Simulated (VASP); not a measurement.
Pb, 1 atom in the cell. It takes space group Fm-3m (No. 225, cubic). Conventional cell: a = 5.062 Å, b = 5.062 Å, c = 5.062 Å, α = 90.00°, β = 90.00°, γ = 90.00°. Around Pb (site symmetry m-3m) lie 12 Pb at 3.58 Å.  The cell isn't the ideal one: a relaxed cell with its volume scaled by 1.04.

```yaml
Program: VASP 6.6.1
Task: relaxation of the atoms
Functional: r2SCAN
Potentials_or_basis: VASP PAW PBE potentials, release 64 (Pb_d)
Cutoff: 600 eV
k_mesh: 14 × 14 × 14
Occupations: methfessel-paxton, width 0.1 eV
Spin: no spin polarisation
Further_INCAR_settings: ALGO = Normal; EDIFF = 1e-07; IBRION = 2; EDIFFG = -0.01; NSW = 40
```

Potentials or basis: VASP PAW PBE potentials, release 64 (Pb_d).

Launch:

```sh
$ cat potpaw_PBE.64/Pb_d/POTCAR > POTCAR
$ mpirun -np 1 vasp_std > vasp.out
```

Hardware: 1 thread of Intel(R) Xeon(R) Platinum 8488C (Sapphire Rapids) (shared host).

Task: How long does it take, and how much memory?

Result: It took 3.6 min on 1 thread of Intel(R) Xeon(R) Platinum 8488C (Sapphire Rapids), with other jobs on the host, peak memory 0.19 GiB. Counts: scf iterations 19, k points 104, ion steps 1.
